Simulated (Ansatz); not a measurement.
## Rh(111) with 4 layers of random Rh-Mo, 2x2: scattering by chemical disorder

Aim: the residual resistivity of a random alloy, from Rh(111) with 4 layers of random Rh-Mo, 2x2 and longer regions.

Main program and level: Ansatz 0.2.0; Ansatz plane-wave DFT, PBE, PAW files; ballistic transport by layer matching (Landauer), zero bias; PAW set soft_1.

Most raw output is cut from this account.

## 1. The starting structure

The cell holds 40 atoms: 36 Rh and 4 Mo. Cell: a = 5.378 Å, b = 5.378 Å, c = 22.012 Å, α = 93.5°, β = 86.5°, γ = 120.0°. It derives from Rh. Regions: lead, 24 atoms (24 Rh); scattering region, 16 atoms (4 Mo and 12 Rh). The structure is stacked along c, and the current runs across the ab planes.

## 2. With 4 alloy layers

In 4 layers a share of 0.25 of the sites is given to Mo at random. The layers about the cell's end stay perfect and serve as the lead. Disorder leaves little or no symmetry, which makes such runs dear. Energies from -0.05 to 0.05 eV in steps of 0.05 eV are too few for the program's thermal sum, so it prints no conductance; for a metal the transmission near the Fermi level serves, at a fraction of the cost.

input.yaml

```yaml
crystal:
  lattice:
    - [5.3783955991, 0.0, 0.0]
    - [-2.6891977995, 4.6578272204, 0.0]
    - [1.3445988998, -0.7763045367, 21.9572080876]
  atoms:
    - { symbol: Rh, position: [0.9916666667, 0.0083333333, 0.05] }
    - { symbol: Rh, position: [0.9916666667, 0.5083333333, 0.05] }
    - { symbol: Rh, position: [0.4916666667, 0.0083333333, 0.05] }
    - { symbol: Rh, position: [0.4916666667, 0.5083333333, 0.05] }
    - { symbol: Rh, position: [0.1416666667, 0.3583333333, 0.15] }
    - { symbol: Rh, position: [0.1416666667, 0.8583333333, 0.15] }
    - { symbol: Rh, position: [0.6416666667, 0.3583333333, 0.15] }
    - { symbol: Rh, position: [0.6416666667, 0.8583333333, 0.15] }
[... 28 atom lines left out ...]
    - { symbol: Rh, position: [0.8416666667, 0.1583333333, 0.95] }
    - { symbol: Rh, position: [0.8416666667, 0.6583333333, 0.95] }
    - { symbol: Rh, position: [0.3416666667, 0.1583333333, 0.95] }
    - { symbol: Rh, position: [0.3416666667, 0.6583333333, 0.95] }
kpoints:
  mp_grid: { grid: [5, 5, 1] }
hamiltonian:
  xc: pbe
  pseudopotentials: { kind: paw, azcp: { folder: soft_1 } }
scf:
  occupations: { method: fermi_dirac, width: 0.1 }
output:
  transmission:
    leads: [[0, 4]]
    kmesh: [10, 10]
    e_range: [-0.05, 0.05]
    de: 0.05
  write_potential: true
  write_density: true
  volumetric_format: npy
```

Launch:

```sh
$ ansatz run input.yaml --threads 4 --pin off --max-ram 15360MiB --backend cpu --events-out ev --progress --plain --runs-dir out
```

Wall time 5.1 min (4 threads of Arm Neoverse V1, shared host); peak memory 4.5 GiB.

Numbers from this step:

```
free energy                                    : -250333.1769 eV
energy at zero smearing                        : -250332.4207 eV
Fermi energy                                   : 22.64 eV
cell area                                      : 25.05 Å²
transmission per spin nearest the Fermi level  : 2.881
open channels per spin nearest the Fermi level : 7.2
step of the lead's potential                   : 50.7 meV
```

Per spin. Transmission, zone mean against energy, zero at the Fermi level:

```
energy (eV)  transmission, zone mean
    -0.0500                     2.80
     0.0000                     2.88
     0.0500                     2.93
```

Per spin. The open channels, zone mean, lead by energy, zero at the Fermi level:

```
energy (eV)  open channels, zone mean, lead
    -0.0500                            6.72
     0.0000                             7.2
     0.0500                            7.08
```

Transmission over k1 and k2. At 0.0000 eV from the Fermi level.

Values, 10 rows by 10 columns:
```
2.16 2.20 2.33 2.38 2.12 2.36 2.23 2.72 3.78 2.51
2.66 2.33 3.06 3.11 2.90 2.57 2.30 2.39 3.53 3.78
2.72 2.38 3.11 3.16 3.64 2.86 2.97 2.89 2.39 2.72
2.51 2.12 2.90 3.64 4.94 4.92 3.45 2.97 2.30 2.23
2.06 2.36 2.57 2.86 4.92 7.49 4.92 2.86 2.57 2.36
2.51 2.23 2.30 2.97 3.45 4.92 4.94 3.64 2.90 2.12
2.72 2.72 2.39 2.89 2.97 2.86 3.64 3.16 3.11 2.38
2.66 3.78 3.53 2.39 2.30 2.57 2.90 3.11 3.06 2.33
2.16 2.51 3.78 2.72 2.23 2.36 2.12 2.38 2.33 2.20
2.44 2.16 2.66 2.72 2.51 2.06 2.51 2.72 2.66 2.16
```
Columns: k1 (b1) from -0.5 to 0.4; rows upwards: k2 (b2) from -0.5 to 0.4.

Open channels over k1 and k2. At 0.0000 eV from the Fermi level.

Ten even steps from '_' (6.0) to '@' (12.0):
```
______**________**__
..__..----..__..****
..**--__..__--**..__
____--..++++..--____
____..__++@@++__..__
______--..++++..--__
..__..**--__..__--**
..****..__..----..__
____**________**____
____....______....__
```
Columns: k1 (b1) from -0.5 to 0.4; rows upwards: k2 (b2) from -0.5 to 0.4.

Over the solved energies the transmission per spin lies between 2.80 and 2.93, out of 7 channels of the lead on average (up to 7.2). The log calls the step of a lead's potential too much.

## 3. With 8 alloy layers

In 8 layers a share of 0.25 of the sites is given to Mo at random. A fresh draw is used; the growth of the resistance with length is what counts.

System of this step: Rh(111) with 8 layers of random Rh-Mo, 2x2. The cell holds 56 atoms: 48 Rh and 8 Mo. Cell: a = 5.378 Å, b = 5.378 Å, c = 30.779 Å, α = 87.5°, β = 92.5°, γ = 120.0°. It derives from Rh. Regions: lead, 24 atoms (24 Rh); scattering region, 32 atoms (24 Rh and 8 Mo). The structure is stacked along c, and the current runs across the ab planes.

input.yaml

```yaml
crystal:
  lattice:
    - [5.3783955991, 0.0, 0.0]
    - [-2.6891977995, 4.6578272204, 0.0]
    - [-1.3445988998, 0.7763045367, 30.7400913226]
  atoms:
    - { symbol: Rh, position: [0.005952381, 0.994047619, 0.0357142857] }
    - { symbol: Rh, position: [0.005952381, 0.494047619, 0.0357142857] }
    - { symbol: Rh, position: [0.505952381, 0.994047619, 0.0357142857] }
    - { symbol: Rh, position: [0.505952381, 0.494047619, 0.0357142857] }
    - { symbol: Rh, position: [0.1845238095, 0.3154761905, 0.1071428571] }
    - { symbol: Rh, position: [0.1845238095, 0.8154761905, 0.1071428571] }
    - { symbol: Rh, position: [0.6845238095, 0.3154761905, 0.1071428571] }
    - { symbol: Rh, position: [0.6845238095, 0.8154761905, 0.1071428571] }
[... 44 atom lines left out ...]
    - { symbol: Rh, position: [0.3273809524, 0.1726190476, 0.9642857143] }
    - { symbol: Rh, position: [0.3273809524, 0.6726190476, 0.9642857143] }
    - { symbol: Rh, position: [0.8273809524, 0.1726190476, 0.9642857143] }
    - { symbol: Rh, position: [0.8273809524, 0.6726190476, 0.9642857143] }
kpoints:
  mp_grid: { grid: [5, 5, 1] }
hamiltonian:
  xc: pbe
  pseudopotentials: { kind: paw, azcp: { folder: soft_1 } }
scf:
  occupations: { method: fermi_dirac, width: 0.1 }
output:
  transmission:
    leads: [[0, 4]]
    kmesh: [10, 10]
    e_range: [-0.05, 0.05]
    de: 0.05
  write_potential: true
  write_density: true
  volumetric_format: npy
```

The job ended after 14 min (4 threads; peak memory 8.5 GiB).

This step gave:

```
free energy                                   : -346992.8918 eV
energy at zero smearing                       : -346991.8326 eV
Fermi energy                                  : 22.70 eV
transmission per spin nearest the Fermi level : 2.378
step of the lead's potential                  : 8.7 meV
```

Per spin. Table of transmission, zone mean by energy, zero at the Fermi level:

```
energy (eV)  transmission, zone mean
    -0.0500                     2.33
     0.0000                     2.38
     0.0500                     2.40
```

Over the solved energies the transmission per spin lies between 2.33 and 2.40, out of 7 channels of the lead on average (up to 7.2).

## 4. With 12 alloy layers

In 12 layers a share of 0.25 of the sites is given to Mo at random. A fresh draw is used; the growth of the resistance with length is what counts.

System of this step: Rh(111) with 12 layers of random Rh-Mo, 2x2. The cell holds 72 atoms: 60 Rh and 12 Mo. Cell: a = 5.378 Å, b = 5.378 Å, c = 39.523 Å, α = 90.0°, β = 90.0°, γ = 120.0°. It derives from Rh. Regions: lead, 24 atoms (24 Rh); scattering region, 48 atoms (36 Rh and 12 Mo). The structure is stacked along c, and the current runs across the ab planes.

input.yaml

```yaml
crystal:
  lattice:
    - [5.3783955991, 0.0, 0.0]
    - [-2.6891977995, 4.6578272204, 0.0]
    - [0.0, 0.0, 39.5229745576]
  atoms:
    - { symbol: Rh, position: [0.0, 0.0, 0.0277777778] }
    - { symbol: Rh, position: [0.0, 0.5, 0.0277777778] }
    - { symbol: Rh, position: [0.5, 0.0, 0.0277777778] }
    - { symbol: Rh, position: [0.5, 0.5, 0.0277777778] }
    - { symbol: Rh, position: [0.1666666667, 0.3333333333, 0.0833333333] }
    - { symbol: Rh, position: [0.1666666667, 0.8333333333, 0.0833333333] }
    - { symbol: Rh, position: [0.6666666667, 0.3333333333, 0.0833333333] }
    - { symbol: Rh, position: [0.6666666667, 0.8333333333, 0.0833333333] }
[... 60 atom lines left out ...]
    - { symbol: Rh, position: [0.3333333333, 0.1666666667, 0.9722222222] }
    - { symbol: Rh, position: [0.3333333333, 0.6666666667, 0.9722222222] }
    - { symbol: Rh, position: [0.8333333333, 0.1666666667, 0.9722222222] }
    - { symbol: Rh, position: [0.8333333333, 0.6666666667, 0.9722222222] }
kpoints:
  mp_grid: { grid: [5, 5, 1] }
hamiltonian:
  xc: pbe
  pseudopotentials: { kind: paw, azcp: { folder: soft_1 } }
scf:
  occupations: { method: fermi_dirac, width: 0.1 }
output:
  transmission:
    leads: [[0, 4]]
    kmesh: [10, 10]
    e_range: [-0.05, 0.05]
    de: 0.05
  write_potential: true
  write_density: true
  volumetric_format: npy
```

Elapsed: 25 min, on 4 threads; peak memory 9.4 GiB; 1.6 h of CPU time.

Numbers from this step:

```
free energy                                   : -443654.2170 eV
energy at zero smearing                       : -443652.9133 eV
Fermi energy                                  : 22.76 eV
transmission per spin nearest the Fermi level : 1.743
step of the lead's potential                  : 5.3 meV
```

Per spin. Transmission, zone mean against energy, zero at the Fermi level:

```
energy (eV)  transmission, zone mean
    -0.0500                     1.77
     0.0000                     1.74
     0.0500                     1.74
```

Over the solved energies the transmission per spin lies between 1.74 and 1.77, out of 7 channels of the lead on average (up to 7.2).

## 5. Resistance against length

This step: Ansatz plane-wave DFT, PBE, PAW files; ballistic transport by layer matching (Landauer), zero bias; residual resistivity from the slope of the area resistance, atoms on the host's lattice; PAW set soft_1 (Ansatz 0.2.0).

This step gave:

| Item | Value |
| --- | --- |
| resistivity | 40.89 µΩ cm |
| intercept | 0.2649 fΩ m² |
| scatter about the fit | 0.05739 fΩ m² |

Resistance, by row:

```
run  length (Å)      T  channels N  RA (fΩ m²)
 n4       8.783   2.87           7      0.6646
 n8       17.57  2.371           7      0.9021
n12       26.35  1.753           7       1.383
```

Area resistance against length of the alloy:

```
length of the alloy (Å)  area resistance (fΩ m²)
                   8.78                    0.665
                  17.57                    0.902
                  26.35                     1.38
```

The area resistance goes from 0.66 to 1.4 fΩ m² between 8.8 and 26.3 Å, a slope of 41 µΩ cm.

By hand from the end points: (1.383 − 0.6646) fΩ m² / (26.35 − 8.78) Å = 41 µΩ cm, since 1 fΩ m² per Å is 1000 µΩ cm.

## 6. What came out

```json
{"resistivity from the slope": "40.9 µΩ cm", "area resistance over 8.78 Å": "0.665 fΩ m²", "area resistance over 17.6 Å": "0.902 fΩ m²", "area resistance over 26.3 Å": "1.38 fΩ m²"}
```

The slope gives 41 µΩ cm. The points scatter by 0.057 fΩ m² about the line, with one random draw a length in a 2x2 cell, so the slope is a rough value. Read with a model of isotropic scattering on a spherical Fermi surface and the lead's 2.2×10¹⁵ S/m², this slope means a mean free path near 8.5 Å; over these lengths the model's slope is within 3 % of its bulk resistivity. The atoms sit on the host's lattice, so scattering by size misfit is left out. A lead's potential steps by up to 51 meV from period to period, which the log calls too much, so longer leads could move the result.

[Logs are printed without paths, hosts, clocks, repeated set-up lines and the standing remarks that a program may print on its own settings, such as how far it seeks lower states.]

[Hosts, paths, dates, database ids (printed as entryN), source tags and the programs' standing remarks are cut or masked in the printed files.]
